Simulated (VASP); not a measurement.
# Hf (Im-3m) in VASP: further runs

The runs below take Hf through single point, with r2SCAN.

Program: VASP 6.6.1. These are calculated values, not measurements. Logs are shortened: lines on timing, memory, paths and dates and some standing lists are left out, and cuts for length are marked.

## (1) The crystal as given

The structure is cubic, space group Im-3m (No. 229). Conventional cell: a = 3.610 Å, b = 3.610 Å, c = 3.610 Å, α = 90.00°, β = 90.00°, γ = 90.00°. Hf (site symmetry m-3m) has 8 Hf at 3.13 Å as nearest neighbours.

This isn't the form of Hf at room conditions, which is hcp.

## (2) Single point, r2SCAN

Contents of INCAR:

```
SYSTEM = Hf
ADDGRID = .False.
ALGO = Normal
EDIFF = 1E-7
ENCUT = 400
ISIF = 2
ISMEAR = 1
LASPH = .True.
LCHARG = .False.
LMIXTAU = .True.
LREAL = .False.
LWAVE = .False.
METAGGA = R2SCAN
NELM = 100
PREC = Normal
SIGMA = 0.15
```

Contents of KPOINTS:

```
k-points
0
Gamma
  13 13 13
  0 0 0
```

Contents of POSCAR:

```
Hf
1.0
   -1.8050000000      1.8050000000      1.8050000000
    1.8050000000     -1.8050000000      1.8050000000
    1.8050000000      1.8050000000     -1.8050000000
Hf
1
Direct
    0.0000000000      0.0000000000      0.0000000000
```

Potentials or basis: VASP PAW PBE potentials, release 64 (Hf).

The run is started by

```sh
$ cat potpaw_PBE.64/Hf/POTCAR > POTCAR
$ mpirun -np 1 vasp_std > vasp.out
```

OUTCAR:

```text
SYSTEM = Hf
   EDIFF = 1E-7
   ENCUT = 400
   ISIF = 2
   ISMEAR = 1
   LASPH = .True.
   LREAL = .False.
   METAGGA = R2SCAN
   NELM = 100
   PREC = Normal

 Found     84 irreducible k-points:

 Following reciprocal coordinates:
            Coordinates               Weight
  0.000000  0.000000  0.000000      1.000000
  0.076923  0.000000  0.000000     12.000000
  0.153846  0.000000  0.000000     12.000000
  0.230769  0.000000  0.000000     12.000000
  0.307692  0.000000  0.000000     12.000000
  0.384615  0.000000  0.000000     12.000000
   k-points           NKPTS =     84   k-points in BZ     NKDIM =     84   number of bands    NBANDS=      6
   number of dos      NEDOS =    301   number of ions     NIONS =      1
   total plane-waves  NPLWV =   4096
   dimension x,y,z NGX =    16 NGY =   16 NGZ =   16
   dimension x,y,z NGXF=    32 NGYF=   32 NGZF=   32
   ions per type =               1
   NGX,Y,Z   is equivalent  to a cutoff of   8.51,  8.51,  8.51 a.u.
   NGXF,Y,Z  is equivalent  to a cutoff of  17.02, 17.02, 17.02 a.u.
 SYSTEM =  Hf
   PREC   = normal    normal or accurate (medium, high low for compatibility)
   ISTART =      0    job   : 0-new  1-cont  2-samecut
   ICHARG =      2    charge: 1-file 2-atom 10-const
   ISPIN  =      1    spin polarized calculation?
   LNONCOLLINEAR =      F non collinear calculations
   LSORBIT =      F    spin-orbit coupling
   LASPH  =      T    aspherical Exc in radial PAW
   ENCUT  =  400.0 eV  29.40 Ry    5.42 a.u.   5.10  5.10  5.10*2*pi/ulx,y,z
   NELM   =    100;   NELMIN=  2; NELMDL= -5     # of ELM steps
   EDIFF  = 0.1E-06   stopping-criterion for ELM
   LREAL  =      F    real-space projection
[... 7 lines left out ...]
   TEBEG  =    0.0;   TEEND  =   0.0 temperature during run
   PSTRESS=    0.0 pullay stress
   NELECT =       4.0000    total number of electrons
   NUPDOWN=      -1.0000    fix difference up-down
   EMIN   =  10.00;   EMAX   =-10.00  energy-range for DOS
   EFERMI =   0.00;   METHOD = LEGACY
   ISMEAR =     1;   SIGMA  =   0.15  broadening in eV -4-tet -1-fermi 0-gaus
   EFERMI_NEDOS =   21; number of points for ismear=-14 and -15
   IALGO  =     38    algorithm
   IMIX   =      4    mixing-type and parameters
     AMIX     =   0.40;   BMIX     =  1.00
     AMIX_MAG =   1.60;   BMIX_MAG =  1.00
  volume/ion in A,a.u.               =      23.52       158.74
  Fermi-wavevector in a.u.,A,eV,Ry     =   0.906980  1.713943 11.192321  0.822612
  Thomas-Fermi vector in A             =   2.030732
   LORBIT       =      0    0 simple, 1 ext, 2 COOP (PROOUT), +10 PAW based schemes
   METAGGA = R2SCAN    functional components
   LHFCALC =     F    Hartree Fock is set to
   AEXX    =    0.0000 exact exchange contribution
   IVDW    =     0    specifies the selected vdW correction
   LEPSILON=     F    determine dielectric tensor
   LRPA    =     F    only Hartree local field effects (RPA)
 non-spin polarized calculation
 Methfessel and Paxton  Order N= 1 SIGMA  =   0.15
  energy-cutoff  :      400.00
  volume of cell :       23.52
 maximum number of plane-waves:       438
   NGX = 11   NGY = 11   NGZ = 11

 number of electron       3.9999999 magnetization

 Free energy of the ion-electron system (eV)
  ---------------------------------------------------
  ext. energy  EPLUGINS =         0.00000000
  ---------------------------------------------------
  free energy    TOTEN  =       -44.86678611 eV

  energy without entropy =      -44.86555956  energy(sigma->0) =      -44.86637726

 E-fermi :   4.4298     XC(G=0): -11.4423

 val. band max:        4.4283003714   @ k =   0.1538   0.1538   0.0769
 cond. band min:       4.4378960753   @ k =  -0.3846  -0.4615   0.0769
 fundamental gap:      0.0095957039
 Fermi energy:         4.4297915402

 k-point     1 :       0.0000    0.0000    0.0000
  band No.  band energies     occupation
      1      -2.7591      2.00000
      2       6.0971     -0.00000
      3       6.0971     -0.00000
      4       6.0971     -0.00000
      5       8.7522      0.00000
      6       8.7522      0.00000

 k-point     2 :       0.0769    0.0000    0.0000
  band No.  band energies     occupation
      1      -2.5479      2.00000
      2       5.9458     -0.00000
      3       6.0301     -0.00000
      4       6.3026     -0.00000
      5       8.5228      0.00000
      6       8.7502      0.00000

 k-point     3 :       0.1538    0.0000    0.0000
  band No.  band energies     occupation
      1      -1.9424      2.00000
      2       5.5594     -0.00000
      3       5.7264     -0.00000
      4       6.9083     -0.00000
      5       8.2053      0.00000
      6       8.7685      0.00000

 k-point     4 :       0.2308    0.0000    0.0000
  band No.  band energies     occupation
      1      -1.0367      2.00000
      2       5.0788     -0.00000
      3       5.1752     -0.00000
      4       7.8789      0.00000
      5       8.2212      0.00000
      6       8.8563      0.00000

 k-point     5 :       0.3077    0.0000    0.0000
  band No.  band energies     occupation
      1      -0.0293      2.00000
      2       4.6294     -0.06793
      3       4.7270     -0.01696
      4       8.4580      0.00000
      5       9.0422      0.00000
      6       9.1410      0.00000

 k-point     6 :       0.3846    0.0000    0.0000
  band No.  band energies     occupation
      1       0.7489      2.00000
      2       4.2930      2.02682
      3       4.7336     -0.01472
      4       8.6417      0.00000
      5       9.2951      0.00000
      6      10.5324      0.00000

 [... further k-points ...]
[... 5 lines left out ...]
  --------------------------------------------------------------------------------------
  -------------------------------------------------------------------------------------
  Total       -1.1509065     -1.1509065     -1.1509065     -0.0000000      0.0000000      0.0000000
  in kB      -78.3897052    -78.3897052    -78.3897052     -0.0000000      0.0000000      0.0000000
  external PRESSURE =     -78.3897052 kB  Pullay stress =       0.0000000 kB

 VOLUME and BASIS-vectors are now :
 -----------------------------------------------------------------------------
  energy-cutoff  :      400.00
  volume of cell :       23.52
      direct lattice vectors                 reciprocal lattice vectors
    -1.805000000  1.805000000  1.805000000     0.000000000  0.277008310  0.277008310
     1.805000000 -1.805000000  1.805000000     0.277008310  0.000000000  0.277008310
     1.805000000  1.805000000 -1.805000000     0.277008310  0.277008310  0.000000000

 POSITION                                       TOTAL-FORCE (eV/Angst)
 -----------------------------------------------------------------------------------
      0.00000      0.00000      0.00000         0.000000      0.000000      0.000000
 -----------------------------------------------------------------------------------
    total drift:                                0.000000      0.000000      0.000000

  FREE ENERGIE OF THE ION-ELECTRON SYSTEM (eV)
  ---------------------------------------------------
  free  energy   TOTEN  =       -44.8667861106 eV

  energy  without entropy=      -44.8655595586  energy(sigma->0) =      -44.86637726
```

Wall time 19 s (1 thread of Intel Xeon Platinum 8488C (Sapphire Rapids), shared host); peak memory 0.11 GiB.

These settings aren't checked as converged: the numbers below hold their error.

Results:

```yaml
Free_energy: -44.8668 eV
Pressure: -7.8 GPa
Band_gap_on_the_k_mesh: none (metal or under the smearing width)
```

Caveat: the PAW data sets were made with another functional, which shifts forces and pressure a little.

## (3) Single point, r2SCAN

INCAR: that of step 2 with these lines changed.

```diff
@@ -10,3 +10,3 @@
 LMIXTAU = .True.
-LREAL = .False.
+LREAL = Auto
 LWAVE = .False.
@@ -14,3 +14,3 @@
 NELM = 100
-PREC = Normal
+PREC = Accurate
 SIGMA = 0.15
```

KPOINTS is that of step 2.

POSCAR is that of step 2.

Potentials or basis: VASP PAW PBE potentials, release 64 (Hf).

The run is started by

```sh
$ cat potpaw_PBE.64/Hf/POTCAR > POTCAR
$ mpirun -np 1 vasp_std > vasp.out
```

OUTCAR:

```text
SYSTEM = Hf
   EDIFF = 1E-7
   ENCUT = 400
   ISIF = 2
   ISMEAR = 1
   LASPH = .True.
   LREAL = Auto
   METAGGA = R2SCAN
   NELM = 100
   PREC = Accurate

 Found     84 irreducible k-points:

 Following reciprocal coordinates:
            Coordinates               Weight
  0.000000  0.000000  0.000000      1.000000
  0.076923  0.000000  0.000000     12.000000
  0.153846  0.000000  0.000000     12.000000
  0.230769  0.000000  0.000000     12.000000
  0.307692  0.000000  0.000000     12.000000
  0.384615  0.000000  0.000000     12.000000
   k-points           NKPTS =     84   k-points in BZ     NKDIM =     84   number of bands    NBANDS=      6
   number of dos      NEDOS =    301   number of ions     NIONS =      1
   total plane-waves  NPLWV =   8000
   dimension x,y,z NGX =    20 NGY =   20 NGZ =   20
   dimension x,y,z NGXF=    40 NGYF=   40 NGZF=   40
   ions per type =               1
   NGX,Y,Z   is equivalent  to a cutoff of  10.64, 10.64, 10.64 a.u.
   NGXF,Y,Z  is equivalent  to a cutoff of  21.27, 21.27, 21.27 a.u.
 SYSTEM =  Hf
   PREC   = accura    normal or accurate (medium, high low for compatibility)
   ISTART =      0    job   : 0-new  1-cont  2-samecut
   ICHARG =      2    charge: 1-file 2-atom 10-const
   ISPIN  =      1    spin polarized calculation?
   LNONCOLLINEAR =      F non collinear calculations
   LSORBIT =      F    spin-orbit coupling
   LASPH  =      T    aspherical Exc in radial PAW
   ENCUT  =  400.0 eV  29.40 Ry    5.42 a.u.   5.10  5.10  5.10*2*pi/ulx,y,z
   NELM   =    100;   NELMIN=  2; NELMDL= -5     # of ELM steps
   EDIFF  = 0.1E-06   stopping-criterion for ELM
   LREAL  =      T    real-space projection
   EDIFFG = 0.1E-05   stopping-criterion for IOM
   NSW    =      0    number of steps for IOM
[... 5 lines left out ...]
   TEBEG  =    0.0;   TEEND  =   0.0 temperature during run
   PSTRESS=    0.0 pullay stress
   NELECT =       4.0000    total number of electrons
   NUPDOWN=      -1.0000    fix difference up-down
   EMIN   =  10.00;   EMAX   =-10.00  energy-range for DOS
   EFERMI =   0.00;   METHOD = LEGACY
   ISMEAR =     1;   SIGMA  =   0.15  broadening in eV -4-tet -1-fermi 0-gaus
   EFERMI_NEDOS =   21; number of points for ismear=-14 and -15
   IALGO  =     38    algorithm
   IMIX   =      4    mixing-type and parameters
     AMIX     =   0.40;   BMIX     =  1.00
     AMIX_MAG =   1.60;   BMIX_MAG =  1.00
  volume/ion in A,a.u.               =      23.52       158.74
  Fermi-wavevector in a.u.,A,eV,Ry     =   0.906980  1.713943 11.192321  0.822612
  Thomas-Fermi vector in A             =   2.030732
   LORBIT       =      0    0 simple, 1 ext, 2 COOP (PROOUT), +10 PAW based schemes
   METAGGA = R2SCAN    functional components
   LHFCALC =     F    Hartree Fock is set to
   AEXX    =    0.0000 exact exchange contribution
   IVDW    =     0    specifies the selected vdW correction
   LEPSILON=     F    determine dielectric tensor
   LRPA    =     F    only Hartree local field effects (RPA)
 non-spin polarized calculation
 Methfessel and Paxton  Order N= 1 SIGMA  =   0.15
  energy-cutoff  :      400.00
  volume of cell :       23.52
 maximum number of plane-waves:       438
   NGX = 11   NGY = 11   NGZ = 11

 number of electron       4.0000000 magnetization

 Free energy of the ion-electron system (eV)
  ---------------------------------------------------
  ext. energy  EPLUGINS =         0.00000000
  ---------------------------------------------------
  free energy    TOTEN  =       -44.86692479 eV

  energy without entropy =      -44.86569890  energy(sigma->0) =      -44.86651616

 E-fermi :   4.4298     XC(G=0): -11.4423

 val. band max:        4.4283122586   @ k =   0.1538   0.1538   0.0769
 cond. band min:       4.4379172536   @ k =  -0.3846  -0.4615   0.0769
 fundamental gap:      0.0096049950
 Fermi energy:         4.4298154326

 k-point     1 :       0.0000    0.0000    0.0000
  band No.  band energies     occupation
      1      -2.7593      2.00000
      2       6.0971     -0.00000
      3       6.0971     -0.00000
      4       6.0971     -0.00000
      5       8.7522      0.00000
      6       8.7522      0.00000

 k-point     2 :       0.0769    0.0000    0.0000
  band No.  band energies     occupation
      1      -2.5481      2.00000
      2       5.9457     -0.00000
      3       6.0301     -0.00000
      4       6.3026     -0.00000
      5       8.5228      0.00000
      6       8.7502      0.00000

 k-point     3 :       0.1538    0.0000    0.0000
  band No.  band energies     occupation
      1      -1.9425      2.00000
      2       5.5594     -0.00000
      3       5.7264     -0.00000
      4       6.9083     -0.00000
      5       8.2053      0.00000
      6       8.7685      0.00000

 k-point     4 :       0.2308    0.0000    0.0000
  band No.  band energies     occupation
      1      -1.0368      2.00000
      2       5.0788     -0.00000
      3       5.1753     -0.00000
      4       7.8789      0.00000
      5       8.2212      0.00000
      6       8.8563      0.00000

 k-point     5 :       0.3077    0.0000    0.0000
  band No.  band energies     occupation
      1      -0.0293      2.00000
      2       4.6294     -0.06794
      3       4.7271     -0.01696
      4       8.4580      0.00000
      5       9.0422      0.00000
      6       9.1410      0.00000

 k-point     6 :       0.3846    0.0000    0.0000
  band No.  band energies     occupation
      1       0.7488      2.00000
      2       4.2930      2.02688
      3       4.7337     -0.01471
      4       8.6417      0.00000
      5       9.2951      0.00000
      6      10.5324      0.00000

 [... further k-points ...]
[... 5 lines left out ...]
  --------------------------------------------------------------------------------------
  -------------------------------------------------------------------------------------
  Total       -1.1553630     -1.1553630     -1.1553630     -0.0000000     -0.0000000      0.0000000
  in kB      -78.6932423    -78.6932423    -78.6932423     -0.0000000     -0.0000000      0.0000000
  external PRESSURE =     -78.6932423 kB  Pullay stress =       0.0000000 kB

 VOLUME and BASIS-vectors are now :
 -----------------------------------------------------------------------------
  energy-cutoff  :      400.00
  volume of cell :       23.52
      direct lattice vectors                 reciprocal lattice vectors
    -1.805000000  1.805000000  1.805000000     0.000000000  0.277008310  0.277008310
     1.805000000 -1.805000000  1.805000000     0.277008310  0.000000000  0.277008310
     1.805000000  1.805000000 -1.805000000     0.277008310  0.277008310  0.000000000

 POSITION                                       TOTAL-FORCE (eV/Angst)
 -----------------------------------------------------------------------------------
      0.00000      0.00000      0.00000         0.000000      0.000000     -0.000000
 -----------------------------------------------------------------------------------
    total drift:                                0.000000      0.000000     -0.000000

  FREE ENERGIE OF THE ION-ELECTRON SYSTEM (eV)
  ---------------------------------------------------
  free  energy   TOTEN  =       -44.8669247949 eV

  energy  without entropy=      -44.8656988992  energy(sigma->0) =      -44.86651616
```

stdout:

```text
POSCAR found type information on POSCAR Hf
 POSCAR found :  1 types and       1 ions
 scaLAPACK will be used
 -----------------------------------------------------------------------------
|                                                                             |
|                                                                             |
|     You have a (more or less) 'small supercell' and for smaller cells       |
|     it is recommended to use the reciprocal-space projection scheme!        |
|     The real-space optimization is not efficient for small cells and it     |
|     is also less accurate ...                                               |
|     Therefore, set LREAL=.FALSE. in the INCAR file.                         |
|                                                                             |
 -----------------------------------------------------------------------------

 -----------------------------------------------------------------------------
|                                                                             |
|                                                                             |
|     You enforced a specific xc type in the INCAR file but a different       |
|     I HOPE YOU KNOW WHAT YOU ARE DOING!                                     |
|                                                                             |
 -----------------------------------------------------------------------------

 LDA part: xc-table for (None), standard interpolation
 POSCAR, INCAR and KPOINTS ok, starting setup
 FFT: planning ... GRIDC
 FFT: planning ... GRID_SOFT
 FFT: planning ... GRID
 WAVECAR not read
 entering main loop
```

Run time: 46 s. Hardware: 1 thread of Intel Xeon Platinum 8488C (Sapphire Rapids), shared host; peak memory 0.13 GiB.

The run converged, but some of its settings lie outside the range that counts as converged, so its numbers aren't taken as properties of the crystal.

Results:

* Free energy: -44.8669 eV
* Pressure: -7.9 GPa
* Band gap on the k mesh: none (metal or under the smearing width)

Caveat: the PAW data sets were made with another functional, which shifts forces and pressure a little.
